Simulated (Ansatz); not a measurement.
CsCl:
```yaml
crystal:
  lattice:
    - [4.14021, 0.00000, 0.00000]
    - [0.00000, 4.14021, 0.00000]
    - [0.00000, 0.00000, 4.14021]
  atoms:
    - { symbol: Cs, position: [0.00000, 0.00000, 0.00000] }
    - { symbol: Cl, position: [0.50000, 0.50000, 0.50000] }
```

x, y and z are the axes in which the lattice vectors are written.

Q: Give the high-frequency dielectric tensor and the Born effective charge tensors of the independent atoms from DFPT, plane-wave PAW r²SCAN (Ansatz code).

A: 
ε∞:
```
2.70  0.00  0.00
0.00  2.70  0.00
0.00  0.00  2.70
```
Z* of atom 1 (Cs), rows: field, columns: displacement, in e:
```
1.31  0.00  0.00
0.00  1.31  0.00
0.00  0.00  1.31
```
Z* of atom 2 (Cl), rows: field, columns: displacement, in e:
```
-1.31   0.00   0.00
 0.00  -1.31   0.00
 0.00   0.00  -1.31
```

Static charges for comparison (Bader): Cs1 +0.85, Cl2 -0.85 e. Born charges measure polarisation by displacement and can exceed these by far.

Space group Pm-3m (CsCl type). The r²SCAN relaxation kept the symmetry of its start. Spin–orbit coupling is left out wherever it is not named.

Potentials: the earlier of the program's two PAW sets. The files were generated under PBE; for other functionals the program regenerates the frozen cores, and for LDA and PBEsol the local potential too.
